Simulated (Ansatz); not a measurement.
# Fe (Fmmm) in Ansatz: further runs

One crystal, Fe, is run at these levels: PBE; tasks: single point.

Everything below comes from runs of Ansatz 0.2.0. Logs are shortened: lines on timing, memory, paths and dates and some standing lists are left out, and cuts for length are marked.

**1. Starting point**

The structure is orthorhombic, space group Fmmm (No. 69). The conventional cell has a = 2.997 Å, b = 3.883 Å, c = 3.930 Å, α = 90.00°, β = 90.00°, γ = 90.00°. Fe (site symmetry mmm) has 12 Fe at 2.45 to 2.76 Å as nearest neighbours.

**2. Single point, PBE, collinear spin, program default start**

Input file input.yaml:

```yaml
crystal:
  lattice:
    - [0.0, 1.9417396906, 1.9651051623]
    - [1.4984397099, 0.0, 1.9651051623]
    - [1.4984397099, 1.9417396906, 0.0]
  atoms:
    - { symbol: Fe, position: [0.0, 0.0, 0.0] }
hamiltonian:
  xc: pbe
  pseudopotentials: { kind: paw }
magnetization:
  spin_polarized: true
  initial_magnetization: 0.0
  spin_locking: { lock_magnetization: hard }
kpoints:
  mp_grid: { grid: [11, 11, 11] }
scf:
  occupations: { method: fermi_dirac, width: 0.05 }
  lower_state_search: "off"
output:
  forces: true
  stress: true
  eigenvalues: true
```

Potentials or basis: Ansatz PAW.

The run is started by

```bash
ansatz run input.yaml --threads 2 --pin off --max-ram 5632MiB --backend cpu --events-out ev --progress --plain --runs-dir out
```

The program printed:

```text
Warning: output.stress: scf.convergence.dr2_threshold = 1e-7 eV (the SCF's general default) is looser than the 1e-10 eV advised for a printed stress (1e-10 eV for each atom of the cell: 1). What an SCF threshold leaves in a stress goes as its square root, and in the free energy as the threshold itself, and one threshold admits the most on a small cell: of the crystals measured, under no hybrid functional and no lock of the moments, on runs that ended without the residual-converged pass, on stresses that held no estimate of that error, the worst erred by over 100 MPa in a component at 1e-7 eV an atom and by under 5 at 1e-10. Set scf.convergence.dr2_threshold to 1e-10 eV or tighter. The threshold is an SCF's pass mark: one that does not reach it within its budget of iterations ends unconverged, or closes short of it on a stop that the run arms, and scf.convergence.dr2_threshold's page says what that costs each kind of run
Warning: RAYON_NUM_THREADS=2 ignored (pool sized by the plan → 2); use --threads N
Engine: ansatz 0.2.0, x86_64-unknown-linux-gnu
Pseudopotentials: kind: paw
Pseudopotential: Fe, paw, valence charge 16, recommended cutoff 420 eV (normal), Fe.paw.azcp
Functional definition: PBE
  parameter kappa = 0.804
  parameter beta = 0.06672455060314922
  exchange = pbe_x(kappa = kappa, mu = beta*pi^2/3)
  correlation = pbe_c(beta = beta)
Crystal: 1 atoms, lattice volume = 11.435 Å³
Basis set: ecut = 420 eV, 221 PW (Γ), exchange–correlation on 40×36×36 points (8 copies of the dense FFT grid, shifted against one another)
Bands: 12, of which v1, the nominal top of the filled ones, is band 8 counted from 1 (7 counted from 0)
Symmetry: 8 space group operations
Space group: Fmmm (ITA 69), of the structure as read, at distance tolerance 2.3e-5 Å
k-points: 216 of 1331
Non-local potential: Fe, projectors of the file, l = 0: 3, l = 1: 2, l = 2: 3, l = 3: 1
PAW form: soft (Blöchl's): semilocal exchange-correlation on the pseudo side does not see the compensation charge
PAW one-centre angular grid: Fe, 590 points (default); XC on 64 Gauss nodes
Initial density: superposition of atomic densities (chi_scale 0.1, normalization cell)
Initial wavefunctions: pseudopotential atomic-orbital guess
Functional: x = pbe(κ = 0.804, μ = 0.2195149727645171), c = pbe(β = 0.06672455060314922)
SCF iter   1: F=—  HF=-4480.179647 eV  |F-HF|=—  |Δ(HF+E_count)|=         —  Δρ=4.96e-2 (↑4.96e-2 ↓4.96e-2)  dr2=6.61e-1  dr2_m=0.00e0  M=0.000 μB ∫|m|=0.000 μB  β_m=0.30  ethr=3.10e-3  ⟨swp⟩=4.6  Hψ=12859  notcnv=0
preconditioner: auto → none  [metal: Δε(μ)=0.009 eV  Ē_g=9.644 eV  σ=0.050 eV  W_gap=0.04  n_scr=0 (ndim 8)  ℏωp=31.1 eV  f_vac=0.000  D(μ)=2.85/eV (n_scr^D=62)]
SCF iter   2: F=—  HF=-4480.041851 eV  |F-HF|=—  |Δ(HF+E_count)|=   1.38e-1  Δρ=8.72e-3 (↑8.72e-3 ↓8.72e-3)  dr2=1.20e-2  dr2_m=0.00e0  M=0.000 μB ∫|m|=0.000 μB  β_m=0.29  ethr=3.10e-3  ⟨swp⟩=2.4  Hψ=5363  notcnv=0
SCF iter   3: F=—  HF=-4480.023741 eV  |F-HF|=—  |Δ(HF+E_count)|=   1.81e-2  Δρ=7.45e-3 (↑7.45e-3 ↓7.45e-3)  dr2=8.47e-3  dr2_m=0.00e0  M=0.000 μB ∫|m|=0.000 μB  β_m=0.49  ethr=7.48e-5  ⟨swp⟩=2.4  Hψ=4986  notcnv=0
SCF iter   4: F=—  HF=-4480.012879 eV  |F-HF|=—  |Δ(HF+E_count)|=   1.09e-2  Δρ=2.38e-3 (↑2.38e-3 ↓2.38e-3)  dr2=5.35e-4  dr2_m=0.00e0  M=0.000 μB ∫|m|=0.000 μB  β_m=0.62  ethr=5.29e-5  ⟨swp⟩=2.5  Hψ=4048  notcnv=0
SCF iter   5: F=—  HF=-4480.011172 eV  |F-HF|=—  |Δ(HF+E_count)|=   1.71e-3  Δρ=8.22e-4 (↑8.22e-4 ↓8.22e-4)  dr2=6.66e-5  dr2_m=0.00e0  M=0.000 μB ∫|m|=0.000 μB  β_m=0.52  ethr=3.34e-6  ⟨swp⟩=2.1  Hψ=4101  notcnv=0
SCF iter   6: F=—  HF=-4480.011068 eV  |F-HF|=—  |Δ(HF+E_count)|=   1.05e-4  Δρ=1.45e-4 (↑1.45e-4 ↓1.45e-4)  dr2=3.72e-6  dr2_m=0.00e0  M=0.000 μB ∫|m|=0.000 μB  β_m=0.56  ethr=4.16e-7  ⟨swp⟩=2.2  Hψ=3717  notcnv=0
SCF iter   7: F=-4480.011065 eV  HF=-4480.011065 eV  |F-HF|=2.55e-8  |Δ(HF+E_count)|=   2.42e-6  Δρ=1.77e-5 (↑1.77e-5 ↓1.77e-5)  dr2=3.02e-8  dr2_m=0.00e0  M=0.000 μB ∫|m|=0.000 μB  ethr=6.25e-10  ⟨swp⟩=4.2  Hψ=12558  notcnv=0
SCF 1 converged in 7 iterations: F = -4480.011065 eV  dr2 = 3.02e-8
SCF converged after 7 iterations
Stability checked in part: among states of this total moment the steps that led to this state did not find it unstable. No probe was made; neither looks for a lower state of another moment (fixed_total_moment; see scf.lower_state_search)
Magnetization: 0.0000 μB (8.0000 up, 8.0000 down)
Absolute magnetization: 0.0000 μB (∫|ρ↑−ρ↓|)
Spin contamination: 0.0000 ħ² per cell (⟨S²⟩ above its minimum at these occupations)
Per-site moments (μB) at R_I (Å): [(0.0, 1.011733477502028)]
Free energy (F): -4480.011065 eV
Harris-Foulkes:  -4480.011065 eV  (|F-HF|=2.55e-8)
Internal energy: -4479.985604 eV  (E = F + TS)
E sigma→0 (E₀):  -4479.998334 eV
Entropy (-TS):   -0.025461 eV (-25.461 meV/atom)
Fermi energy:    18.452616 (↑ 18.452616, ↓ 18.452616) eV
--- Per-component energies (eV) ---
  E_band       = -215.384916
  E_kinetic    = 351.106646
  E_local      = -2068.998646  (includes V_loc(G=0)·N_el)
  E_nonlocal   = 215.513692
  E_hartree    = 867.435478
  E_xc         = -117.989204
  E_vxc        = -151.953457  (∫ρ·V_xc dr)
  E_paw        = -1364.169558  (= ΣΔE_a)
  E_vpaw       = -295.926406  (= ΣTr[D̂ρ^β])
  E_aug_tail   = 0.000967  (compensation charges beyond the density's cutoff)
  E_ewald      = -2362.884979
  E_smearing   = -0.025461  (= −TS)
  E_closure    = 0.000000  (closes the sum)
  Σ components = -4480.011065   (vs F -4480.011065, Δ=0.00e0)
--- Forces (eV/Å), atoms counted from 1 ---
  atom   1  Fe     0.00000000     0.00000000    -0.00000000
  max |Σ_I F_I| component: 1.60e-31 eV/Å
--- Stress (GPa, compression-positive) ---
       -4.498041       0.000000      -0.000000
        0.000000     -26.149713      -0.000000
       -0.000000      -0.000000     -28.556244
  P = ⅓ Tr σ = -19.7347 GPa (-197.347 kbar)
--- Band table (eV; the first three rows and the last of 432) ---
  k-point 0 ↑: bands = ["-68.6534", "-34.4627", "-34.4610", "-34.4602", "9.9576", "16.6830", "16.7998", "17.2015", "18.1419", "18.6270", "41.5232", "43.0379"]
  k-point 1 ↑: bands = ["-68.6472", "-34.4960", "-34.4707", "-34.4615", "10.2907", "16.6952", "16.8054", "17.2650", "18.0851", "18.5863", "40.3993", "42.1588"]
  k-point 2 ↑: bands = ["-68.6307", "-34.5873", "-34.4980", "-34.4611", "11.2348", "16.6083", "16.6737", "17.6744", "17.9995", "18.5297", "36.8675", "40.8249"]
  k-point 215 ↓: bands = ["-68.5721", "-34.8522", "-34.6201", "-34.4947", "14.1621", "15.3717", "17.9971", "18.6836", "19.1505", "20.8060", "26.6578", "34.1318"]
```

Run time: 0.6 s. Hardware: 2 threads of AMD EPYC 9R45 (Zen 5), shared host; peak memory 0.36 GiB.

Results:

| Property | Result |
| --- | --- |
| Free energy | -4480.0111 eV |
| Pressure | -19.7 GPa |
| Net moment | 0.00 μB per cell |
| Absolute moment | 0.00 μB per cell |

Stress tensor (GPa, compression positive):
```
 -4.50   0.00   0.00
  0.00 -26.15   0.00
  0.00   0.00 -28.56
```

Caveat: the total moment is fixed, so each spin has its own Fermi level; the thresholds are loose for stress.

**3. Single point, PBE, collinear spin, ferromagnetic start**

input.yaml, as its differences from that of step 2:

```diff
@@ -6,3 +6,3 @@
   atoms:
-    - { symbol: Fe, position: [0.0, 0.0, 0.0] }
+    - { symbol: Fe, position: [0.0, 0.0, 0.0], spin: 0.8 }
 hamiltonian:
@@ -12,3 +12,3 @@
   spin_polarized: true
-  initial_magnetization: 0.0
+  initial_magnetization: 0.8
   spin_locking: { lock_magnetization: hard }
```

Potentials or basis: Ansatz PAW.

The run is started by

```bash
ansatz run input.yaml --threads 2 --pin off --max-ram 5632MiB --backend cpu --events-out ev --progress --plain --runs-dir out
```

The program printed:

```text
Warning: output.stress: scf.convergence.dr2_threshold = 1e-7 eV (the SCF's general default) is looser than the 1e-10 eV advised for a printed stress (1e-10 eV for each atom of the cell: 1). What an SCF threshold leaves in a stress goes as its square root, and in the free energy as the threshold itself, and one threshold admits the most on a small cell: of the crystals measured, under no hybrid functional and no lock of the moments, on runs that ended without the residual-converged pass, on stresses that held no estimate of that error, the worst erred by over 100 MPa in a component at 1e-7 eV an atom and by under 5 at 1e-10. Set scf.convergence.dr2_threshold to 1e-10 eV or tighter. The threshold is an SCF's pass mark: one that does not reach it within its budget of iterations ends unconverged, or closes short of it on a stop that the run arms, and scf.convergence.dr2_threshold's page says what that costs each kind of run
Warning: RAYON_NUM_THREADS=2 ignored (pool sized by the plan → 2); use --threads N
Engine: ansatz 0.2.0, x86_64-unknown-linux-gnu
Pseudopotentials: kind: paw
Pseudopotential: Fe, paw, valence charge 16, recommended cutoff 420 eV (normal), Fe.paw.azcp
Functional definition: PBE
  parameter kappa = 0.804
  parameter beta = 0.06672455060314922
  exchange = pbe_x(kappa = kappa, mu = beta*pi^2/3)
  correlation = pbe_c(beta = beta)
Crystal: 1 atoms, lattice volume = 11.435 Å³
Basis set: ecut = 420 eV, 221 PW (Γ), exchange–correlation on 40×36×36 points (8 copies of the dense FFT grid, shifted against one another)
Bands: 13, of which v1, the nominal top of the filled ones, is band 8 counted from 1 (7 counted from 0)
Symmetry: 8 space group operations
Space group: Fmmm (ITA 69), of the structure as read, at distance tolerance 2.3e-5 Å
Magnetic group: BNS 69.521 (UNI 619), of the structure as read, at distance tolerance 2.3e-5 Å
k-points: 216 of 1331
Non-local potential: Fe, projectors of the file, l = 0: 3, l = 1: 2, l = 2: 3, l = 3: 1
PAW form: soft (Blöchl's): semilocal exchange-correlation on the pseudo side does not see the compensation charge
PAW one-centre angular grid: Fe, 590 points (default); XC on 64 Gauss nodes
Initial density: superposition of atomic densities (chi_scale 0.1, normalization cell)
Starting moments: Σ|m| = 0.8 μB on 1 of 1 site
Initial wavefunctions: pseudopotential atomic-orbital guess
Functional: x = pbe(κ = 0.804, μ = 0.2195149727645171), c = pbe(β = 0.06672455060314922)
SCF iter   1: F=—  HF=-4480.216113 eV  |F-HF|=—  |Δ(HF+E_count)|=         —  Δρ=6.13e-2 (↑3.84e-2 ↓6.13e-2)  dr2=6.16e-1  dr2_m=3.83e-2  M=0.800 μB ∫|m|=0.808 μB  β_m=0.30  ethr=3.10e-3  ⟨swp⟩=4.7  Hψ=27204  notcnv=0
preconditioner: auto → none  [metal: Δε(μ)=0.003 eV  Ē_g=12.633 eV  σ=0.050 eV  W_gap=0.01  n_scr=0 (ndim 8)  ℏωp=31.1 eV  f_vac=0.000  D(μ)=3.04/eV (n_scr^D=62)]
SCF iter   2: F=—  HF=-4480.112412 eV  |F-HF|=—  |Δ(HF+E_count)|=   1.04e-1  Δρ=1.92e-2 (↑1.92e-2 ↓1.86e-2)  dr2=9.11e-3  dr2_m=3.23e-2  M=0.800 μB ∫|m|=0.822 μB  β_m=0.31  ethr=3.10e-3  ⟨swp⟩=2.1  Hψ=11005  notcnv=0  defer=11
SCF iter   3: F=—  HF=-4480.112470 eV  |F-HF|=—  |Δ(HF+E_count)|=   5.77e-5  Δρ=2.00e-2 (↑1.17e-2 ↓2.00e-2)  dr2=9.00e-3  dr2_m=2.31e-2  M=0.800 μB ∫|m|=0.831 μB  β_m=0.40  ethr=5.69e-5  ⟨swp⟩=2.3  Hψ=11229  notcnv=0  defer=11
SCF iter   4: F=—  HF=-4480.134732 eV  |F-HF|=—  |Δ(HF+E_count)|=   2.23e-2  Δρ=8.62e-3 (↑8.62e-3 ↓6.92e-3)  dr2=1.80e-3  dr2_m=5.74e-3  M=0.800 μB ∫|m|=0.864 μB  β_m=0.68  ethr=5.62e-5  ⟨swp⟩=2.0  Hψ=10536  notcnv=0  defer=11
[... 7 lines left out ...]
SCF 1 converged in 11 iterations: F = -4480.142722 eV  dr2 = 7.30e-8
SCF converged after 11 iterations
Stability checked in part: among states of this total moment the steps that led to this state did not find it unstable. No probe was made; neither looks for a lower state of another moment (fixed_total_moment; see scf.lower_state_search)
Magnetization: 0.8000 μB (8.4000 up, 7.6000 down)
Absolute magnetization: 0.8856 μB (∫|ρ↑−ρ↓|, with the PAW one-centre terms)
Spin contamination: 0.0335 ħ² per cell (⟨S²⟩ above its minimum at these occupations)
Per-site moments (μB) at R_I (Å): [(0.8366816533826779, 1.011733477502028)]
Free energy (F): -4480.142722 eV
Harris-Foulkes:  -4480.142722 eV  (|F-HF|=7.31e-8)
Internal energy: -4480.122903 eV  (E = F + TS)
E sigma→0 (E₀):  -4480.132813 eV
Entropy (-TS):   -0.019819 eV (-19.819 meV/atom)
Fermi energy:    18.449131 (↑ 18.251910, ↓ 18.646353) eV
--- Per-component energies (eV) ---
  E_band       = -215.188245
  E_kinetic    = 350.972996
  E_local      = -2069.589331  (includes V_loc(G=0)·N_el)
  E_nonlocal   = 216.015489
  E_hartree    = 867.906010
  E_xc         = -117.982334
  E_vxc        = -151.936875  (∫ρ·V_xc dr)
  E_paw        = -1364.561721  (= ΣΔE_a)
  E_vpaw       = -296.447697  (= ΣTr[D̂ρ^β])
  E_aug_tail   = 0.000968  (compensation charges beyond the density's cutoff)
  E_ewald      = -2362.884979
  E_smearing   = -0.019819  (= −TS)
  E_closure    = 0.000000  (closes the sum)
  Σ components = -4480.142722   (vs F -4480.142722, Δ=0.00e0)
--- Forces (eV/Å), atoms counted from 1 ---
  atom   1  Fe     0.00000000     0.00000000    -0.00000000
  max |Σ_I F_I| component: 1.36e-31 eV/Å
--- Stress (GPa, compression-positive) ---
       -7.501516       0.000000      -0.000000
        0.000000     -19.326443      -0.000000
       -0.000000      -0.000000     -22.617126
  P = ⅓ Tr σ = -16.4817 GPa (-164.817 kbar)
--- Band table (eV; the first three rows and the last of 432) ---
  k-point 0 ↑: bands = ["-69.1019", "-34.9753", "-34.8717", "-34.8664", "9.9584", "16.4943", "16.5991", "16.8134", "17.7461", "17.8541", "41.6114", "43.0955", "43.3637"]
  k-point 1 ↑: bands = ["-69.0958", "-34.9937", "-34.8849", "-34.8782", "10.2910", "16.5006", "16.5889", "16.8993", "17.6799", "17.8298", "40.4325", "42.2033", "43.0903"]
  k-point 2 ↑: bands = ["-69.0795", "-35.0626", "-34.9071", "-34.9030", "11.2322", "16.3607", "16.4567", "17.3537", "17.5520", "17.8437", "36.8292", "40.8485", "42.7406"]
  k-point 215 ↓: bands = ["-68.0182", "-34.3858", "-34.0115", "-33.9555", "14.4919", "15.5847", "18.2004", "19.4990", "19.5327", "20.9932", "26.9787", "34.1905", "36.6532"]
```

Run time: 1.3 s. Hardware: 2 threads of AMD EPYC 9R45 (Zen 5), shared host; peak memory 0.37 GiB.

Results:

```yaml
Free_energy: -4480.1427 eV
Pressure: -16.5 GPa
Net_moment: 0.80 μB per cell
Absolute_moment: 0.89 μB per cell
Site_moments: Fe +0.84 μB
```

Stress tensor (GPa, compression positive):
```
 -7.50   0.00   0.00
  0.00 -19.33   0.00
  0.00   0.00 -22.62
```

Caveat: the total moment is fixed, so each spin has its own Fermi level; the thresholds are loose for stress.

**4. Single point, PBE, collinear spin, ferromagnetic start**

input.yaml, as its differences from that of step 3:

```diff
@@ -6,3 +6,3 @@
   atoms:
-    - { symbol: Fe, position: [0.0, 0.0, 0.0], spin: 0.8 }
+    - { symbol: Fe, position: [0.0, 0.0, 0.0], spin: 1.5 }
 hamiltonian:
@@ -12,3 +12,3 @@
   spin_polarized: true
-  initial_magnetization: 0.8
+  initial_magnetization: 1.5
   spin_locking: { lock_magnetization: hard }
```

The run is started by

```bash
ansatz run input.yaml --threads 2 --pin off --max-ram 5632MiB --backend cpu --events-out ev --progress --plain --runs-dir out
```

Wall time 1.3 s (2 threads of AMD EPYC 9R45 (Zen 5), shared host); peak memory 0.37 GiB.

It converged, with:

```yaml
Free_energy: -4480.3403 eV
Pressure: -10.5 GPa
Net_moment: 1.50 μB per cell
Absolute_moment: 1.63 μB per cell
Site_moments: Fe +1.56 μB
```

Stress tensor (GPa, compression positive):
```
-14.23   0.00   0.00
  0.00  -7.12   0.00
  0.00   0.00 -10.22
```

Caveat: the total moment is fixed, so each spin has its own Fermi level; the thresholds are loose for stress.

**5. Single point, PBE, collinear spin, ferromagnetic start**

input.yaml, as its differences from that of step 4:

```diff
@@ -6,3 +6,3 @@
   atoms:
-    - { symbol: Fe, position: [0.0, 0.0, 0.0], spin: 1.5 }
+    - { symbol: Fe, position: [0.0, 0.0, 0.0], spin: 2.2 }
 hamiltonian:
@@ -12,3 +12,3 @@
   spin_polarized: true
-  initial_magnetization: 1.5
+  initial_magnetization: 2.2
   spin_locking: { lock_magnetization: hard }
```

The run is started by

```bash
ansatz run input.yaml --threads 2 --pin off --max-ram 5632MiB --backend cpu --events-out ev --progress --plain --runs-dir out
```

Wall time 1.5 s (2 threads of AMD EPYC 9R45 (Zen 5), shared host); peak memory 0.37 GiB.

Results (log left out):

| Property | Result |
| --- | --- |
| Free energy | -4480.4679 eV |
| Pressure | -0.6 GPa |
| Net moment | 2.20 μB per cell |
| Absolute moment | 2.31 μB per cell |
| Site moments | Fe +2.25 μB |

Stress tensor (GPa, compression positive):
```
-6.09  0.00  0.00
 0.00  3.30  0.00
 0.00  0.00  0.98
```

Caveat: the total moment is fixed, so each spin has its own Fermi level; the thresholds are loose for stress.

**6. Single point, PBE, collinear spin, ferromagnetic start**

input.yaml, as its differences from that of step 5:

```diff
@@ -6,3 +6,3 @@
   atoms:
-    - { symbol: Fe, position: [0.0, 0.0, 0.0], spin: 2.2 }
+    - { symbol: Fe, position: [0.0, 0.0, 0.0], spin: 3.0 }
 hamiltonian:
@@ -12,3 +12,3 @@
   spin_polarized: true
-  initial_magnetization: 2.2
+  initial_magnetization: 3.0
   spin_locking: { lock_magnetization: hard }
```

Potentials or basis: Ansatz PAW.

The run is started by

```bash
ansatz run input.yaml --threads 2 --pin off --max-ram 5632MiB --backend cpu --events-out ev --progress --plain --runs-dir out
```

It took 1.8 s on 2 threads of AMD EPYC 9R45 (Zen 5), shared host; peak memory 0.38 GiB.

The run converged. Its results:

| Quantity | Value |
| --- | --- |
| Free energy | -4480.1804 eV |
| Pressure | 22.0 GPa |
| Net moment | 3.00 μB per cell |
| Absolute moment | 3.02 μB per cell |
| Site moments | Fe +2.95 μB |

Stress tensor (GPa, compression positive):
```
20.95  0.00  0.00
 0.00 23.72  0.00
 0.00  0.00 21.30
```

Caveat: the total moment is fixed, so each spin has its own Fermi level; the thresholds are loose for stress.

**7. Overview**

| spin | fixed moment (μB) | pressure (GPa) | moment (μB) |
| --- | --- | --- | --- |
| collinear, program default start | 0.0 | -19.7 | 0.00 |
| collinear, ferromagnetic start | 0.8 | -16.5 | 0.80 |
| collinear, ferromagnetic start | 1.5 | -10.5 | 1.50 |
| collinear, ferromagnetic start | 2.2 | -0.6 | 2.20 |
| collinear, ferromagnetic start | 3.0 | 22.0 | 3.00 |

Alike in all rows: task single point; level PBE; potentials or basis Ansatz PAW; cell as given; k mesh 11 × 11 × 11; cutoff (eV) 420; smearing fermi-dirac 0.05 eV.

Caveats: the total moment is fixed, so each spin has its own Fermi level; the thresholds are loose for stress.

Absolute energies hang on the potentials; compare differences alone.
